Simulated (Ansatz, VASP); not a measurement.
**BeSe: VASP beside Ansatz**

INCAR

```
SYSTEM = BeSe
PREC = Accurate
ENCUT = 520
EDIFF = 1E-6
ISMEAR = -1
SIGMA = 0.02
LREAL = .FALSE.
LASPH = .TRUE.
NELM = 100
ALGO = Normal
ISIF = 2
LWAVE = .FALSE.
LCHARG = .TRUE.
GGA = PE
LELF = .TRUE.
LVHAR = .TRUE.
NBANDS = 11
```

File KPOINTS:

```
Automatic mesh
0
G
  8 8 8
  0 0 0
```

The input POSCAR:

```
BeSe
1.0
    0.0000000000      2.5810353737      2.5810353737
    2.5810353737      0.0000000000      2.5810353737
    2.5810353737      2.5810353737      0.0000000000
Be Se
1 1
Direct
    0.0000000000      0.0000000000      0.0000000000
    0.2500000000      0.2500000000      0.2500000000
```

Input for Ansatz:

```yaml
crystal:
  lattice:
    - [0.0, 2.5810353737, 2.5810353737]
    - [2.5810353737, 0.0, 2.5810353737]
    - [2.5810353737, 2.5810353737, 0.0]
  atoms:
    - { symbol: Be, position: [0.0, 0.0, 0.0] }
    - { symbol: Se, position: [0.25, 0.25, 0.25] }
kpoints:
  mp_grid: { grid: [8, 8, 8] }
  band_path:
    path:
      - [0.0, 0.0, 0.0]
      - [-0.5, -0.5, 0.0]
      - [-0.375, -0.375, 0.25]
      - [-0.375, 0.0, 0.375]
      - [0.0, 0.0, 0.5]
      - [-0.5, -0.25, 0.25]
    npoints: 1
hamiltonian:
  xc: pbe
scf:
  occupations: { method: fermi_dirac, width: 0.02 }
  n_extra_bands: 4
output:
  forces: true
  stress: true
  eigenvalues: true
  write_density: true
  write_potential: true
  elf: true
  volumetric_format: npy
```

The cell was built by a generator and needn't be a form met in nature.

Alike in both runs: task single point; functional PBE; k mesh 8 × 8 × 8; occupations fermi-dirac, width 0.02 eV; no spin polarisation.

```csv
,VASP,Ansatz
version,VASP 6.6.1,Ansatz 0.2.0
potentials or method,"VASP PAW PBE potentials, release 64 (Be, Se)","plane waves, PAW"
plane-wave cutoff (eV),520,420
valence electrons in the cell,8,18
```

|  | VASP | Ansatz | Ansatz less VASP |
| --- | --- | --- | --- |
| gap on the k mesh at the Fermi level (eV) | 2.64 | 2.66 | +0.011 |
| pressure (GPa) | 0.9 | 0.7 | -0.19 |

With one functional, cell and mesh, what is left measures potentials, basis and numerics. The two sets of potentials don't hold the same shells in valence.

A k mesh can miss the band edges. A hybrid or GW would open this gap; PBE tends to underestimate it.
